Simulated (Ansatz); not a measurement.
**A strain series on Ge (lonsdaleite): epitaxial in the xy plane**

Ge built on the lonsdaleite prototype, relaxed with r2SCAN in the PAW code Ansatz, then strained (epitaxial in the xy plane; changes of length per length, axes as in the cell below) with the atoms relaxed again within the symmetry that is left. It is hexagonal, P6_3/mmc (No. 194); conventional cell a = 3.998 Å, c = 6.593 Å, 22.81 Å³ an atom. Around Ge lie 4 Ge at 2.45–2.47 Å. The values are computed, spin-unpolarised, and not measurements.

```
Ge
1.0
     3.99762    0.00000    0.00000
    -1.99881    3.46204    0.00000
     0.00000    0.00000    6.59282
Ge
4
Direct
  0.33333 0.66667 0.00037
  0.66667 0.33333 0.50037
  0.33333 0.66667 0.37463
  0.66667 0.33333 0.87463
```

Gaps are the least over each mesh (HSE06 6×6×4 when unstrained) and the special points, which keep their unstrained names.

```csv
strain (%),free normal strain (%),"gap, HSE06 (eV)","edges, HSE06"
-1.5,+0.40,0.659,Γ
-1.11,+0.27,0.584,Γ
0.0,0.00,0.380,Γ
+1.0,-0.33,0.192,Γ
```

Between zero and the nearest strains the slope of the HSE06 gap against strain is -0.184 eV per percent for negative and -0.188 for positive strain.

Spin-orbit coupling is left out.

The meshes of the hybrids are coarse, so their gaps aren't converged to the digits shown.
